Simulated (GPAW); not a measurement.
Runs of GPAW 26.7.0 on InP. The structure is cubic, space group F-43m (No. 216). Conventional cell: a = 5.861 Å, b = 5.861 Å, c = 5.861 Å, α = 90.00°, β = 90.00°, γ = 90.00°. In (site symmetry -43m) has 4 P at 2.54 Å as nearest neighbours. P (site symmetry -43m) is surrounded by 4 In at 2.54 Å. 

```tsv
task	level	potentials or basis	cell	k mesh	cutoff (eV)	smearing	eigensolver	band path	band points	optimizer	fmax	grid spacing	mesh quality	gap on the mesh (eV)	pressure (GPa)	V0 of scaled cells (Å³/atom)	relaxed volume (Å³/atom)	B0 (GPa)
electron localisation function	OLYP	PAW data sets generated in the run's folder for this functional, pw	as given	5 × 5 × 5	510	fermi-dirac 0.01 eV	davidson	-	-	-	-	-	coarse	(a)	3.9	-	-	-
equation of state	BP86+D4	PAW data sets generated in the run's folder for this functional, pw	as given	6 × 6 × 6	600	fermi-dirac 0.05 eV	-	-	-	-	-	-	not flagged	-	-	24.99	-	70
band structure	LDA	the program's PAW data sets (release 1.2.1) made for this functional, pw	as given	8 × 8 × 8	600	fermi-dirac 0.05 eV	-	GXWKGLUWLK,UX	60	-	-	-	not flagged	0.48	-1.5	-	-	-
relaxation of cell and atoms	PBE	GPAW PAW data sets (gpaw-data 1.2.1), pw	relaxed	8 × 8 × 8	600	fermi-dirac 0.05 eV	-	-	-	BFGS	0.02 eV/Å	-	not flagged	0.48	0.1	-	26.28	-
single point	PBEsol	PAW data sets generated in the run's folder for this functional, pw	the cell as VASP's run set it	8 × 8 × 8	600	gaussian 0.05 eV	-	-	-	-	-	-	not flagged	0.61	0.4	-	-	-
dielectric tensor	LDA	the program's PAW data sets (release 1.2.1) made for this functional, pw	as given	6 × 6 × 6	450	fermi-dirac 0.001 eV	-	-	-	-	-	-	not flagged	0.47	-	-	-	-
relaxation of cell and atoms	LDA	the program's PAW data sets (release 1.2.1) made for this functional, pw	relaxed	8 × 8 × 8	600	fermi-dirac 0.05 eV	-	-	-	BFGS	0.01 eV/Å	-	not flagged	0.60	0.0	-	24.62	-
equation of state	RPBE+D3	the program's PAW data sets (release 1.2.1) made for this functional, pw	as given	6 × 6 × 6	600	fermi-dirac 0.05 eV	-	-	-	-	-	-	not flagged	-	-	26.18	-	60
single point	PBE	GPAW PAW data sets (gpaw-data 1.2.1), pw	as given	8 × 8 × 8	600	gaussian 0.011 eV	-	-	-	-	-	-	not flagged	0.71	3.0	-	-	-
band structure	PBE	GPAW PAW data sets (gpaw-data 1.2.1), pw	as given	8 × 8 × 8	600	fermi-dirac 0.05 eV	-	GXWKGLUWLK,UX	80	-	-	-	not flagged	0.71	3.0	-	-	-
equation of state	PBE	GPAW PAW data sets (gpaw-data 1.2.1), lcao:dzp	as given	6 × 6 × 6	-	fermi-dirac 0.05 eV	-	-	-	-	-	0.18 Å	not flagged	-	-	26.56	-	(b)
```

Alike in all rows: no spin polarisation.

**Question.** Estimate the missing entries.

**Answer.** (a) 1.04; (b) 59.

Caveats: spin-orbit coupling is left out, which moves the levels of the heavy elements (some runs); later steps reuse the first step's grids (some runs); the cutoff is short for stress and forces, so pressures can be off by a GPa or more (some runs); an odd mesh through Γ misses points on the zone boundary, where band edges often lie (some runs); the dielectric constant isn't converged in the k mesh (some runs); the long-wavelength limit can be off by a per cent or two (some runs); the gap is small at this level, which inflates the dielectric constant (some runs).

A k mesh can miss the band edges, and the runs leave out spin-orbit coupling on In.

Not every run made on this cell is shown here.
